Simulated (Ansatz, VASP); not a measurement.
Two plane-wave programs on MgO

```
Mg O
1.0
     0.06672    2.13515    2.13515
     2.13515    0.06672    2.13515
     2.20187    2.20187    0.00000
Mg O
1 1
Direct
  0.00000 0.00000 0.00000
  0.50000 0.50000 0.50000
```

Change from the starting cell: strain +0.0625 x Voigt [0, 0, 0, 0, 0, 1], atoms carried along.

Alike in both runs: task single point; functional PBE; k mesh 10 × 10 × 10; occupations gaussian, width 0.05 eV; no spin polarisation.

```csv
,VASP,Ansatz
version,VASP 6.6.1,Ansatz 0.2.0
potentials or method,"VASP PAW PBE potentials, release 64 (Mg, O)","scalar-relativistic, plane waves, PAW"
plane-wave cutoff (eV),520,420
valence electrons in the cell,8,16
```

|  | VASP | Ansatz | Ansatz less VASP |
| --- | --- | --- | --- |
| gap on the k mesh at the Fermi level (eV) | 4.06 | 4.08 | +0.020 |
| least direct gap on the mesh (eV) | 4.06 | 4.08 | +0.020 |
| pressure (GPa) | -2.3 | -1.5 | +0.75 |
| largest component of the traceless stress (GPa) | 8.83 | 8.76 | -0.065 |

The two sets of potentials don't hold the same shells in valence.
